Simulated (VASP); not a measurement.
## Ti: band structure with r2SCAN+rVV10+U

The system is Ti.

```
CELL_PARAMETERS angstrom
0.00000 2.03000 2.03000
2.03000 0.00000 2.03000
2.03000 2.03000 0.00000
ATOMIC_POSITIONS crystal
Ti 0.00000 0.00000 0.00000
```

This isn't the form of Ti at room conditions, which is hcp.

| Property | Result |
| --- | --- |
| Program | VASP 6.6.1 |
| Task | band structure |
| Functional | r2SCAN |
| Dispersion | rVV10 |
| Potentials or basis | VASP PAW PBE potentials, release 64 (Ti_sv) |
| Cutoff | 520 eV |
| k mesh | 11 × 11 × 11 |
| Occupations | methfessel-paxton, width 0.2 eV |
| Spin | no spin polarisation |
| Hubbard terms | Ti d U = 5.3 eV |
| Further INCAR settings | ALGO = Normal; EDIFF = 1e-07 |

```
Pressure                : 20.4 GPa
Band gap along the path : none (metal or under the smearing width)
```

Levels at the corners of the path, in eV from the Fermi level:
```
point  band 3  band 4  band 5  band 6  band 7  band 8  band 9  band 10
    Γ  -35.12  -35.12   -7.31    1.20    1.20    1.20    3.68     3.68
    X  -35.38  -35.38   -2.55   -1.78    2.17    4.46    4.46     4.85
    X  -35.38  -35.38   -2.55   -1.78    2.17    4.46    4.46     4.85
    W  -35.60  -35.39   -1.42   -0.53   -0.53    3.04    4.47     8.58
    W  -35.60  -35.39   -1.42   -0.53   -0.53    3.04    4.47     8.58
    K  -35.54  -35.32   -1.61   -1.39    0.45    3.64    4.01     7.44
    K  -35.54  -35.32   -1.61   -1.39    0.45    3.64    4.01     7.44
    Γ  -35.12  -35.12   -7.31    1.20    1.20    1.20    3.68     3.68
    Γ  -35.12  -35.12   -7.31    1.20    1.20    1.20    3.68     3.68
    L  -35.21  -35.21   -3.00   -0.22    1.38    1.38    4.46     4.46
    L  -35.21  -35.21   -3.00   -0.22    1.38    1.38    4.46     4.46
    U  -35.54  -35.32   -1.61   -1.39    0.45    3.64    4.01     7.44
    U  -35.54  -35.32   -1.61   -1.39    0.45    3.64    4.01     7.44
    W  -35.60  -35.39   -1.42   -0.53   -0.53    3.04    4.47     8.58
    W  -35.60  -35.39   -1.42   -0.53   -0.53    3.04    4.47     8.58
    L  -35.21  -35.21   -3.00   -0.22    1.38    1.38    4.46     4.46
    L  -35.21  -35.21   -3.00   -0.22    1.38    1.38    4.46     4.46
    K  -35.54  -35.32   -1.61   -1.39    0.45    3.64    4.01     7.44
    U  -35.54  -35.32   -1.61   -1.39    0.45    3.64    4.01     7.44
    X  -35.38  -35.38   -2.55   -1.78    2.17    4.46    4.46     4.85
```

Eigenvalues of the final occupation matrices:
```tsv
site	spin	trace	eigenvalues
site 1 d	1	0.83	0.10 0.10 0.21 0.21 0.21
site 1 d	2	0.83	0.10 0.10 0.21 0.21 0.21
```

Wall time 110 s on 1 thread of Intel(R) Xeon(R) Platinum 8488C (Sapphire Rapids), on a shared host, peak memory 0.22 GiB.

Caveat: the PAW data sets were made with another functional, which shifts forces and pressure a little; U without spin polarisation on a metal has little footing; the U is typed as a test and isn't derived for this compound.
